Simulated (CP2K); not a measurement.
Runs of CP2K 2026.2 on CaO. The structure is cubic, space group Fm-3m (No. 225). Conventional cell: a = 4.807 Å, b = 4.807 Å, c = 4.807 Å, α = 90.00°, β = 90.00°, γ = 90.00°. Ca (site symmetry m-3m) has 6 O at 2.40 Å as nearest neighbours. O (site symmetry m-3m) has 6 Ca at 2.40 Å as nearest neighbours. The cell is a database's computed one.

| level | cutoff radius of the dispersion sum (A) | cutoff of the non-local correlation (Ry) | D3 from the s-dftd3 library (D3_REFERENCE_CODE) | gap on the mesh (eV) | pressure (GPa) |
| --- | --- | --- | --- | --- | --- |
| r2SCAN+D4 | 20 | - | - | 4.23 | -0.9 |
| r2SCAN | - | - | - | 4.23 | (b) |
| r2SCAN+rVV10 | - | 300 | - | 4.20 | -1.2 |
| r2SCAN+D3(BJ) | 20 | - | yes | 4.23 | -1.7 |
| r2SCAN+D3(BJ)+ATM | 20 | - | yes | 4.23 | (a) |

Alike in all rows: task single point; potentials or basis POTENTIAL_UZH Ca GTH-SCAN-q10, O GTH-SCAN-q6; TZVP-MOLOPT-SCAN-GTH basis; no spin polarisation; cell as given; k mesh 10 × 10 × 10; smearing fermi-dirac 0.05 eV.

Task: Estimate the missing entries.

Result: (a) -1.4; (b) -0.1.

Caveats: the basis of atomic orbitals isn't converged, which shifts pressures, moduli and gaps.

A k mesh can miss the band edges.
